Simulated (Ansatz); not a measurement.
## Ru under changes of volume

One of the cells (13.575 Å³/atom); the others are scaled copies at fixed shape and fractional positions:

```
CELL_PARAMETERS angstrom
2.70580 0.00000 0.00000
-1.35290 2.34329 0.00000
0.00000 0.00000 4.28190
ATOMIC_POSITIONS crystal
Ru 0.66667 0.33333 0.75000
Ru 0.33333 0.66667 0.25000
```

| Item | Value |
| --- | --- |
| Program | Ansatz 0.2.0 |
| Functional | PBE |
| Potentials or basis | Ansatz PAW |
| Cutoff | 420 eV (not typed: the program's choice for these potentials) |
| k mesh | 11 × 11 × 6 |
| Occupations | fermi-dirac, width 0.05 eV |
| Spin | no spin polarisation |

| volume (Å³/atom) | energy over the lowest point (meV/atom) | pressure (GPa) |
| --- | --- | --- |
| 12.760 | 82.39 | 28.5 |
| 13.032 | 41.94 | 19.6 |
| 13.303 | ? | ? |
| 13.575 | 2.19 | 4.6 |
| 13.846 | 0.00 | -1.7 |
| 14.118 | 7.89 | -7.3 |
| 14.389 | 24.78 | -12.3 |

Problem. What does the run at 13.303 Å³/atom give?

Solution. Energy over the lowest point 15.71 meV/atom; pressure 11.7 GPa.

Worked out: A Birch-Murnaghan fit of order 3 (a polynomial in V^(-2/3)) to the other rows has its minimum at 13.77 Å³/atom with B0 = V·E''(V) = 312 GPa and B' = 4.7 at fixed shape and positions, which overstates the stiffness. It gives 15.77 meV/atom at 13.303 Å³/atom, against the run's 15.71, and -dE/dV = 11.6 GPa, against 11.7.

Energies are extrapolated to zero smearing.
